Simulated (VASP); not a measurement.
Given:

```
CELL_PARAMETERS angstrom
      0.00000     3.01061     3.01061
      3.01061     0.00000     3.01061
      3.01061     3.01061     0.00000
ATOMIC_POSITIONS crystal
  Na 0.00000 0.00000 0.00000
  Br 0.50000 0.50000 0.50000
```

Level of theory: SCAN meta-GGA, VASP's PBE PAW potentials (set 64) (plane waves; VASP). Settings: 520 eV cut-off, 8×8×8 Γ-centred mesh, Gaussian smearing of 0.050 eV, potentials Na_pv Br.

**Question.** Give the stress tensor in GPa (positive for a compressed cell).

**Answer.** 
```
-1.14   0.00   0.00
 0.00  -1.14   0.00
 0.00   0.00  -1.14
```
The pressure is its mean diagonal, -1.14 GPa.

The compound is NaBr in the rock salt structure. This cell is one point of a volume scan, at 1.06 of the reference volume.
